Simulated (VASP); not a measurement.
# Hf (Im-3m) in VASP: further runs, part 2 of 2

VASP 6.6.1.

## 5. Relaxation of cell and atoms, r2SCAN, target pressure 0.0001 GPa, at which the enthalpy is minimised

This run uses another cell than the first one, of 19.97 Å³/atom, 1.343 times its volume.

INCAR

```
PREC     = Accurate       # precision mode
ENCUT    = 520            # plane-wave cutoff, eV
EDIFF    = 1E-7           # SCF threshold, eV
ISMEAR   = 0              # smearing method
SIGMA    = 0.1            # smearing width, eV
LREAL    = False          # projectors in reciprocal space
LASPH    = True           # aspherical terms in the spheres
NELM     = 60             # most SCF steps
ALGO     = Normal         # electronic algorithm
ISIF     = 3              # what is computed and relaxed
LWAVE    = False          # write WAVECAR
LCHARG   = False          # write CHGCAR
METAGGA  = R2SCAN         # meta-GGA
LMIXTAU  = True         
IBRION   = 2              # ionic algorithm
NSW      = 80             # ionic steps
EDIFFG   = -0.002         # ionic threshold
PSTRESS  = 0.001
```

KPOINTS

```
Automatic mesh
0
Gamma
  16 16 16
```

POSCAR

```
Hf                                      
1.0
   -1.7089930275      1.7089930275      1.7089930275
    1.7089930275     -1.7089930275      1.7089930275
    1.7089930275      1.7089930275     -1.7089930275
  Hf            
     1
Direct
     0.0000000000000000    0.0000000000000000    0.0000000000000000
```

Run with:

```sh
> cat potpaw_PBE.64/Hf_pv/POTCAR > POTCAR
> mpirun -np 1 vasp_std > vasp.out
```

Wall time 3 min (1 thread of Intel Xeon Platinum 8488C (Sapphire Rapids), shared host); peak memory 0.18 GiB.

It converged, with:

```
Free energy                                            : -44.9446 eV
Relaxed volume                                         : 22.06 Å³/atom
Relaxed cell                                           : a = 3.060 Å, b = 3.060 Å, c = 3.060 Å, α = 109.47°, β = 109.47°, γ = 109.47°
Space group after relaxing (to 0.05 Å)                 : Im-3m (No. 229)
Energy change on relaxing (the enthalpy is what falls) : -72.9 meV/atom
Ionic steps                                            : 4
Pressure after relaxing                                : 0.0 GPa
Band gap on the k mesh                                 : none (metal or under the smearing width)
```

The path:
| step | energy change (eV) | largest force (eV/Å) | pressure (GPa) | volume (Å³) |
| --- | --- | --- | --- | --- |
| 1 | 0.0000 | 0.0000 | 12.00 | 19.97 |
| 2 | 0.0080 | 0.0000 | -9.50 | 24.61 |
| 3 | -0.0728 | 0.0000 | -0.20 | 22.10 |
| 4 | -0.0729 | 0.0000 | 0.00 | 22.06 |

Final structure:
```
Hf
1.0
    -1.76678    1.76678    1.76678
     1.76678   -1.76678    1.76678
     1.76678    1.76678   -1.76678
Hf
1
Cartesian
  0.0000 0.0000 0.0000
```

Levels at points of the mesh, in eV from the Fermi level:
```
           k point  band 2  band 3  band 4  band 5  band 6  band 7  band 8  band 9
(0.00, 0.00, 0.00)  -30.91  -30.91   -7.43    1.79    1.79    1.79    4.65    4.65
(0.50, 0.00, 0.00)  -31.19  -30.92   -3.51   -0.40    0.92    4.54    5.55    8.07
(0.50, 0.50, 0.50)  -31.52  -31.52   -2.76   -2.76    7.21    7.21    7.21    7.62
```

Caveat: the cell is relaxed towards a set pressure, so the enthalpy falls and the energy may rise; the PAW data sets were made with another functional, which shifts forces and pressure a little. Zero-point motion and thermal expansion aren't in these numbers.

## 6. Relaxation of cell and atoms, r2SCAN, target pressure 0.0001 GPa, at which the enthalpy is minimised

This run uses another cell than the first one, of 22.06 Å³/atom, 1.484 times its volume.

INCAR is that of step 5.

KPOINTS is that of step 5.

POSCAR

```
Hf                                      
1.0
   -1.7667799818      1.7667799818      1.7667799818
    1.7667799818     -1.7667799818      1.7667799818
    1.7667799818      1.7667799818     -1.7667799818
  Hf            
     1
Direct
     0.0000000000000000    0.0000000000000000    0.0000000000000000
```

Potentials or basis: VASP PAW PBE potentials, release 64 (Hf_pv).

Run with:

```sh
> cat potpaw_PBE.64/Hf_pv/POTCAR > POTCAR
> mpirun -np 1 vasp_std > vasp.out
```

OUTCAR:

```text
PREC = Accurate
   ENCUT = 520
   EDIFF = 1E-7
   ISMEAR = 0
   LREAL = False
   LASPH = True
   NELM = 60
   ISIF = 3
   METAGGA = R2SCAN
   IBRION = 2
   NSW = 80
   EDIFFG = -0.002
   PSTRESS = 0.001

 ion  position               nearest neighbor table
   1  0.000  0.000  0.000-

  LATTYP: Found a body centered cubic cell.
 ALAT       =     3.5335599636

  Lattice vectors:

 A1 = (  -1.7667799818,   1.7667799818,   1.7667799818)
[... 473 lines left out ...]

------------------------ aborting loop because EDIFF is reached ----------------------------------------

  FORCE on cell =-STRESS in cart. coord.  units (eV):
  Direction    XX          YY          ZZ          XY          YZ          ZX
  --------------------------------------------------------------------------------------
  -------------------------------------------------------------------------------------
  Total        0.0003248      0.0003248      0.0003248      0.0000000     -0.0000000      0.0000000
  in kB        0.0235872      0.0235872      0.0235872      0.0000000     -0.0000000      0.0000000
  external PRESSURE =       0.0225872 kB  Pullay stress =       0.0010000 kB

 VOLUME and BASIS-vectors are now :
 -----------------------------------------------------------------------------
  energy-cutoff  :      520.00
  volume of cell :       22.06
      direct lattice vectors                 reciprocal lattice vectors
    -1.766779982  1.766779982  1.766779982     0.000000000  0.283000716  0.283000716
     1.766779982 -1.766779982  1.766779982     0.283000716  0.000000000  0.283000716
     1.766779982  1.766779982 -1.766779982     0.283000716  0.283000716  0.000000000

 POSITION                                       TOTAL-FORCE (eV/Angst)
 -----------------------------------------------------------------------------------
      0.00000      0.00000      0.00000        -0.000000      0.000000     -0.000000
 -----------------------------------------------------------------------------------
    total drift:                               -0.000000      0.000000     -0.000000

  FREE ENERGIE OF THE ION-ELECTRON SYSTEM (eV)
  ---------------------------------------------------
  free  energy   TOTEN  =       -44.9447624848 eV

  energy  without entropy=      -44.9358452198  energy(sigma->0) =      -44.94030385

  enthalpy is  TOTEN    =       -44.9447487160 eV   P V=        0.0000137688

 reached required accuracy - stopping structural energy minimisation
```

Wall time 59 s (1 thread of Intel Xeon Platinum 8488C (Sapphire Rapids), shared host); peak memory 0.16 GiB.

Results:

- Free energy: -44.9448 eV
- Pressure after relaxing: 0.0 GPa
- Band gap on the k mesh: none (metal or under the smearing width)

Final structure:
```
CELL_PARAMETERS angstrom
-1.76678 1.76678 1.76678
1.76678 -1.76678 1.76678
1.76678 1.76678 -1.76678
ATOMIC_POSITIONS crystal
Hf 0.00000 0.00000 0.00000
```

Caveat: the relaxation stopped at its first step, so nothing moved; the cell is relaxed towards a set pressure, so the enthalpy falls and the energy may rise; the PAW data sets were made with another functional, which shifts forces and pressure a little.

## 7. Summary

| cell | target pressure | gap on the mesh (eV) | pressure (GPa) |
| --- | --- | --- | --- |
| relaxed to 75 GPa | 75 GPa | none | 75.0 |
| relaxed to 12 GPa | 12 GPa | none | 12.0 |
| relaxed to 0.0001 GPa | 0.0001 GPa | none | 0.0 |

Alike in all rows: task relaxation of cell and atoms; level r2SCAN; potentials or basis VASP PAW PBE potentials, release 64 (Hf_pv); no spin polarisation; k mesh 16 × 16 × 16; cutoff (eV) 520; smearing gaussian 0.1 eV.

Caveats: the cell is relaxed towards a set pressure, so the enthalpy falls and the energy may rise; the PAW data sets were made with another functional, which shifts forces and pressure a little; the relaxation stopped at its first step, so nothing moved (some runs).

Absolute energies hang on the potentials; compare differences alone.
